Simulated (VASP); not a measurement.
A run of VASP 6.6.1 is set up as follows.

INCAR

```
PREC = Accurate ; ENCUT = 520
EDIFF = 1E-6 ; ISMEAR = -1
SIGMA = 0.02 ; LREAL = False
LASPH = True ; NELM = 80
ALGO = Normal ; ISIF = 2
LWAVE = False ; LCHARG = False
GGA = PE ; NBANDS = 17
```

The input KPOINTS:

```
regular mesh
0
Gamma
  8 8 8
```

File POSCAR:

```
SnSe
1.0
    0.0000000000      3.0510475958      3.0021131514
    3.0510475958      0.0000000000      3.0021131514
    3.0510475958      3.0510475958      0.0000000000
Sn Se
1 1
Direct
    0.0000000000      0.0000000000      0.0000000000
    0.5000000000      0.5000000000      0.5000000000
```

Potentials or basis: VASP PAW PBE potentials, release 64 (Sn_d, Se).

Run with:

```bash
$ cat potpaw_PBE.64/Sn_d/POTCAR potpaw_PBE.64/Se/POTCAR > POTCAR
$ mpirun -np 1 vasp_std > vasp.out
```

Q: Predict the pressure.

A: -0.3 GPa.

Q: Predict the band gap on the k mesh.

A: 0.48 eV, direct.

Stress tensor (GPa, compression positive):
```
-0.89  0.00  0.00
 0.00 -0.89  0.00
 0.00  0.00  0.92
```

Caveat: spin-orbit coupling is left out, which moves the levels of the heavy elements. A k mesh can miss the band edges.
